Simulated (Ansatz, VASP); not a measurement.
# One calculation of Be, two programs

```xyz
2
Lattice="2.2648 0.0000 0.0000 -1.1324 1.9614 0.0000 0.0000 0.0000 3.5741" Properties=species:S:1:pos:R:3 pbc="T T T"
Be    0.0000    1.3076    2.6806
Be    1.1324    0.6538    0.8935
```

Alike in both runs: task single point; functional PBE; k mesh 12 × 12 × 6; occupations gaussian, width 0.1 eV; no spin polarisation.

```csv
,VASP,Ansatz
version,VASP 6.6.1,Ansatz 0.2.0
potentials or method,"VASP PAW PBE potentials, release 64 (Be)","scalar-relativistic, plane waves, PAW"
plane-wave cutoff (eV),520,420
valence electrons in the cell,4,4
```

VASP gave:

* gap on the k mesh at the Fermi level (eV): none
* pressure (GPa): -0.4
* largest component of the traceless stress (GPa): 0.63

**Question.** What did Ansatz give for the same quantities?

**Answer.** gap on the k mesh at the Fermi level (eV): none; pressure (GPa): -0.6; largest component of the traceless stress (GPa): 0.65.

A gap of «none» marks a metal or a gap that the smearing closes.
